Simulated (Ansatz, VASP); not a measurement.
## SrVO3: VASP beside Ansatz

Contents of INCAR:

```
PREC = Accurate
ENCUT = 520
EDIFF = 1E-7
ISMEAR = -1
SIGMA = 0.05
LREAL = F
LASPH = T
NELM = 100
ALGO = Normal
ISIF = 2
LWAVE = F
LCHARG = T
ISPIN = 2
MAGMOM = 0 2 0 0 0
LORBIT = 11
LMAXMIX = 4
GGA = PE
LELF = T
LVHAR = T
NBANDS = 32
```

The input KPOINTS:

```
regular mesh
0
Gamma
  7 7 7
```

Contents of POSCAR:

```
SrVO3
1.0
    3.8409000000      0.0000000000      0.0000000000
    0.0000000000      3.8409000000      0.0000000000
    0.0000000000      0.0000000000      3.8409000000
Sr V O
1 1 3
Direct
    0.5000000000      0.5000000000      0.5000000000
    0.0000000000      0.0000000000      0.0000000000
    0.0000000000      0.0000000000      0.5000000000
    0.0000000000      0.5000000000      0.0000000000
    0.5000000000      0.0000000000      0.0000000000
```

The input input.yaml:

```yaml
crystal:
  lattice:
    - [3.8409, 0.0, 0.0]
    - [0.0, 3.8409, 0.0]
    - [0.0, 0.0, 3.8409]
  atoms:
    - { symbol: Sr, position: [0.5, 0.5, 0.5] }
    - { symbol: V, position: [0.0, 0.0, 0.0], spin: 2.0 }
    - { symbol: O, position: [0.0, 0.0, 0.5] }
    - { symbol: O, position: [0.0, 0.5, 0.0] }
    - { symbol: O, position: [0.5, 0.0, 0.0] }
hamiltonian:
  xc: pbe
  pseudopotentials: { kind: paw }
magnetization:
  spin_polarized: true
kpoints:
  mp_grid: { grid: [7, 7, 7] }
scf:
  occupations: { method: fermi_dirac, width: 0.05 }
output:
  forces: true
  stress: true
  eigenvalues: true
  write_density: true
  write_potential: true
  elf: true
  volumetric_format: npy
```

Alike in both runs: task single point; functional PBE; k mesh 7 × 7 × 7; occupations fermi-dirac, width 0.05 eV; collinear spin, ferromagnetic start.

|  | VASP | Ansatz |
| --- | --- | --- |
| version | VASP 6.6.1 | Ansatz 0.2.0 |
| potentials or method | VASP PAW PBE potentials, release 64 (Sr_sv, V_sv, O) | Ansatz PAW |
| plane-wave cutoff (eV) | 520 | 420 |
| valence electrons in the cell | 41 | 41 |

```csv
,VASP,Ansatz,Ansatz less VASP
gap on the k mesh at the Fermi level (eV),none,none,-
pressure (GPa),3.2,2.4,-0.86
net moment per atom (μB),0.00,0.00,-0.001
```

A gap of «none» marks a metal or a gap that the smearing closes. The functional is the same, so the differences come from potentials, cutoffs and numerics.

Caveats: semilocal functionals often make such compounds metallic where correlation or magnetic order opens a gap, which also shifts bond lengths; the pressure holds a Pulay correction of +0.7 GPa for the finite cutoff (Ansatz); the starting moments weren't kept (Ansatz). With open d or f shells a metallic result of PBE can be an artefact of self-interaction; +U or a hybrid may open a gap.
